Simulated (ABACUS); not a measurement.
# GaAs (F-43m) in ABACUS: a series of runs

Runs on GaAs. Level: LDA. Tasks: band structure, equation of state.

Everything below comes from runs of ABACUS 3.10.1. Logs are shortened: lines on timing, memory, paths and dates and some standing lists are left out, and cuts for length are marked.

**The experiment to reproduce.**

“Evidence of valence band perturbations in GaAsN/GaAs(001): A combined variable-angle spectroscopic ellipsometry and modulated photoreflectance investigation”, 2008, arxiv:0805.2212 reports, for a bulk crystal of GaAs at 300 K: band gap 1.418 ± 0.005 eV (direct).

How close the calculation comes is told below.

### 1 Starting point

It takes space group F-43m (No. 216, cubic). The conventional cell has a = 5.654 Å, b = 5.654 Å, c = 5.654 Å, α = 90.00°, β = 90.00°, γ = 90.00°. As (site symmetry -43m) is surrounded by 4 Ga at 2.45 Å. Ga (site symmetry -43m) has 4 As at 2.45 Å as nearest neighbours.

### 2 Band structure, LDA

Contents of INPUT:

```
INPUT_PARAMETERS
suffix              GaAs
calculation         nscf
basis_type          lcao
pseudo_dir          ./
orbital_dir         ./
symmetry            -1
dft_functional      pz
ecutwfc             100.0
pseudo_rcut         10
nspin               1
nbands              24
ks_solver           genelpa
smearing_method     fd
smearing_sigma      0.00367493
scf_thr             1e-07
scf_nmax            100
mixing_type         broyden
mixing_beta         0.7
init_chg            file
out_band            1
```

Contents of STRU:

```
ATOMIC_SPECIES
As 74.9216 As.upf
Ga 69.7230 Ga.upf

NUMERICAL_ORBITAL
As_confined-atom_7au_2s2p2d.orb
Ga_confined-atom_8au_2s2p2d.orb

LATTICE_CONSTANT
1.8897261246

LATTICE_VECTORS
0.0000000000 2.8268500000 2.8268500000
2.8268500000 0.0000000000 2.8268500000
2.8268500000 2.8268500000 0.0000000000

ATOMIC_POSITIONS
Direct

As
0.0
1
0.7500000000 0.7500000000 0.7500000000 1 1 1

Ga
0.0
1
0.0000000000 0.0000000000 0.0000000000 1 1 1
```

Contents of KPT:

```
K_POINTS
12
Line
0.00000000 0.00000000 0.00000000 10 // G
0.50000000 0.00000000 0.50000000 10 // X
0.50000000 0.25000000 0.75000000 10 // W
0.37500000 0.37500000 0.75000000 10 // K
0.00000000 0.00000000 0.00000000 10 // G
0.50000000 0.50000000 0.50000000 10 // L
0.62500000 0.25000000 0.62500000 10 // U
0.50000000 0.25000000 0.75000000 10 // W
0.50000000 0.50000000 0.50000000 10 // L
0.37500000 0.37500000 0.75000000 1 // K
0.62500000 0.25000000 0.62500000 10 // U
0.50000000 0.00000000 0.50000000 1 // X
```

Potentials or basis: PseudoDojo NC SR 0.4.1 LDA standard, DZP LCAO (the cutoffs set its grid).

The run is started by

```sh
$ OMP_NUM_THREADS=1 mpirun -np 4 abacus > log
```

running log:

```text
ABACUS v3.10.1

               Atomic-orbital Based Ab-initio Computation at UStc

 ------------------------------------------------------------------------------------

 READING GENERAL INFORMATION
                           global_out_dir = OUT.GaAs/
                           global_in_card = INPUT
                               pseudo_dir = ./
                              orbital_dir = ./
                                    DSIZE = 4
                                    GSIZE = 1

 READING UNITCELL INFORMATION
                                    ntype = 2
                  lattice constant (Bohr) = 1.88973
              lattice constant (Angstrom) = 1

 READING ATOM TYPE 1
                               atom label = As
                      L=0, number of zeta = 2
                      L=1, number of zeta = 2
                      L=2, number of zeta = 2
             number of atom for this type = 1

 READING ATOM TYPE 2
                               atom label = Ga
                      L=0, number of zeta = 2
                      L=1, number of zeta = 2
                      L=2, number of zeta = 2
             number of atom for this type = 1

                        TOTAL ATOM NUMBER = 2
DIRECT COORDINATES
    atom                   x                   y                   z     mag                  vx                  vy                  vz
taud_As1            0.7500000000        0.7500000000        0.7500000000  0.0000        0.0000000000        0.0000000000        0.0000000000
taud_Ga1            0.0000000000        0.0000000000        0.0000000000  0.0000        0.0000000000        0.0000000000        0.0000000000

                          Volume (Bohr^3) = 304.884
                             Volume (A^3) = 45.1791

 Lattice vectors: (Cartesian coordinate: in unit of a_0)
                   +0            +2.82685            +2.82685
             +2.82685                  +0            +2.82685
             +2.82685            +2.82685                  +0
 Reciprocal vectors: (Cartesian coordinate: in unit of 2 pi/a_0)
            -0.176875           +0.176875           +0.176875
            +0.176875           -0.176875           +0.176875
            +0.176875           +0.176875           -0.176875
 The esolver type has been set to : ksdft_lcao

                PAO radial cut off (Bohr) = 10

 Read in pseudopotential file is As.upf
                     pseudopotential type = NC
          exchange-correlation functional = SLAPWNOGXNOGC
                 nonlocal core correction = 1
                        valence electrons = 15
                                     lmax = 2
                           number of zeta = 3
                     number of projectors = 6
                           L of projector = 0
                           L of projector = 0
                           L of projector = 1
                           L of projector = 1
                           L of projector = 2
                           L of projector = 2
[... 69 lines left out ...]
mixing_gg0_min: 0.1
mixing_ndim: 8
----------- Double Check Mixing Parameters End ------------

 SETUP K-POINTS
                                    nspin = 1
                                   nkstot = 102
K-POINTS DIRECT COORDINATES
 KPOINTS    DIRECT_X    DIRECT_Y    DIRECT_Z  WEIGHT
       1  0.00000000  0.00000000  0.00000000  1.0000
       2  0.05000000  0.00000000  0.05000000  1.0000
       3  0.10000000  0.00000000  0.10000000  1.0000
       4  0.15000000  0.00000000  0.15000000  1.0000
       5  0.20000000  0.00000000  0.20000000  1.0000
       6  0.25000000  0.00000000  0.25000000  1.0000
[... 22 lines left out ...]
      29  0.40000000  0.35000000  0.75000000  1.0000
      30  0.38750000  0.36250000  0.75000000  1.0000
[... 72 further k points ...]

           k-point number in this process = 102
       minimum distributed K point number = 102

[... K-POINTS CARTESIAN COORDINATES: 102 rows ...]

[... K-POINTS DIRECT COORDINATES: 102 rows ...]

 SETUP PLANE WAVES FOR WAVE FUNCTIONS
     energy cutoff for wavefunc (unit:Ry) = 100
              fft grid for wave functions = [ 50, 50, 50 ]
                    number of plane waves = 6231
                         number of sticks = 439

 PARALLEL PW FOR WAVE FUNCTIONS
     PROC   COLUMNS(POT)             PW
        1            110           1558
        2            110           1558
        3            109           1557
        4            110           1558
 --------------- sum -------------------
        4            439           6231

 SET NONLOCAL PSEUDOPOTENTIAL PROJECTORS
 SET NONLOCAL PSEUDOPOTENTIAL PROJECTORS
 max number of nonlocal projetors among all species is 6

 -------------------------------------------
 NONSELF-CONSISTENT
 -------------------------------------------

 SETUP SEARCHING RADIUS FOR PROGRAM TO SEARCH ADJACENT ATOMS
                  longest orb rcut (Bohr) = 8
   longest nonlocal projector rcut (Bohr) = 1.94
                     search radius (Bohr) = 19.9
              searching radius is (Bohr)) = 19.9
         searching radius unit is (Bohr)) = 1.89
                         PeriodicBoundary = 1
                        Radius(unit:lat0) = 10.5
                                   glayer = [ 5, 5, 5 ]
                             glayer_minus = [ 4, 4, 4 ]

Find the coordinate range of the input atom(unit:lat0).
                                  min_tau = [ -22.6, -22.6, -22.6 ]
                                  max_tau = [ 26.9, 26.9, 26.9 ]
                                BoxNumber = [ 9, 9, 9 ]

 SETUP EXTENDED REAL SPACE GRID FOR GRID INTEGRATION
                          real space grid = [ 50, 50, 50 ]
                 big cell numbers in grid = [ 10, 10, 10 ]
             meshcell numbers in big cell = [ 5, 5, 5 ]
                        extended fft grid = [ 13, 13, 13 ]
                dimension of extened grid = [ 37, 37, 37 ]
                            UnitCellTotal = 125
              Atom number in sub-FFT-grid = 2
    Local orbitals number in sub-FFT-grid = 36
                                ParaV.nnr = 23814
                                 init_chg = file
 try to read charge from file
 Read in the charge density: OUT.GaAs//GaAs-CHARGE-DENSITY.restart

 LCAO ALGORITHM --------------- ION=   1  ELEC=   1--------------------------------
[... levels at 102 k points of this process ...]

 Density error is 0.00000000000
----------------------------------------------------------
     Energy           Rydberg                 eV
----------------------------------------------------------
 E_KohnSham     -364.6849376184      -4961.7931263846
 E_KS(sigma->0) -364.6849177022      -4961.7928554113
 E_Harris       -364.6849376184      -4961.7931263846
 E_band         -22.2979206718       -303.3787746890
 E_one_elec     -193.2649658660      -2629.5047595533
 E_Hartree      114.9245623289       1563.6288878295
 E_xc           -87.9916604682       -1197.1879588492
 E_Ewald        -198.3528337807      -2698.7287538649
 E_entropy(-TS) -0.0000398323        -0.0005419467
 E_descf        0.0000000000         0.0000000000
 E_exx          0.0000000000         0.0000000000
 E_Fermi        0.6424822416         8.7414193490
----------------------------------------------------------

 charge density convergence is achieved
 final etot is -4961.7931264 eV
 EFERMI = 8.7414193490 eV

 STATE ENERGY(eV) AND OCCUPATIONS    NSPIN == 1
 1/102 kpoint (Cartesian) = 0.0000 0.0000 0.0000 (1274 pws)
       1       -26.6222      0.0196078
       2       -26.6222      0.0196078
       3       -26.6222      0.0196078
       4       -26.6056      0.0196078
       5       -26.6056      0.0196078
       6       -6.26331      0.0196078
[... 146 lines left out ...]
      23        23.9845        0.00000
      24        27.4480        0.00000

[... levels at 96 further k points ...]

 --------------------------------------------
 !FINAL_ETOT_IS -4961.793126384581 eV
 --------------------------------------------

 Output bands in file: OUT.GaAs/BANDS_1.dat
```

stdout:

```text
ABACUS v3.10.1

               Atomic-orbital Based Ab-initio Computation at UStc

 dft_functional readin is: pz
 dft_functional in pseudopot file is: SLAPWNOGXNOGC
 Please make sure this is what you need
 dft_functional readin is: pz
[... 20 lines left out ...]
 As      2s2p2d-7au      18          1
 Ga      2s2p2d-8au      18          1
 ---------------------------------------------------------
 Initial plane wave basis and FFT box
 ---------------------------------------------------------
 -------------------------------------------
 NONSELF-CONSISTENT :
 -------------------------------------------
 START CHARGE      : file
 ITER       ETOT/eV          EDIFF/eV         DRHO     TIME/s
 GE1     -4.96179313e+03   0.00000000e+00   0.0000e+00   0.25
```

It took 0.62 s on 4 MPI ranks of Intel Xeon 6975P-C (Granite Rapids), shared host; peak memory 0.44 GiB.

What came out:

```
Band gap along the path : 0.44 eV, direct
```

Levels at the corners of the path, in eV from the Fermi level:
```tsv
point	band 12	band 13	band 14	band 15	band 16	band 17
Γ	-0.25	-0.25	-0.25	0.19	3.45	3.45
X	-7.13	-2.94	-2.94	1.16	1.42	9.90
W	-6.97	-3.81	-3.63	4.34	4.47	5.21
K	-6.96	-4.14	-2.52	1.66	4.40	7.75
Γ	-0.25	-0.25	-0.25	0.19	3.45	3.45
L	-6.96	-1.40	-1.40	0.63	4.38	4.38
U	-6.96	-4.14	-2.52	1.66	4.40	7.75
W	-6.97	-3.81	-3.63	4.34	4.47	5.21
L	-6.96	-1.40	-1.40	0.63	4.38	4.38
K	-6.96	-4.14	-2.52	1.66	4.40	7.75
U	-6.96	-4.14	-2.52	1.66	4.40	7.75
X	-7.13	-2.94	-2.94	1.16	1.42	9.90
```

Caveat: the atomic orbitals were generated for these runs and aren't a published set; the density is read from an earlier self-consistent run, whose mesh may be coarse; the basis of atomic orbitals isn't converged, which shifts pressures, moduli and gaps.

[end of part 1 of 2]
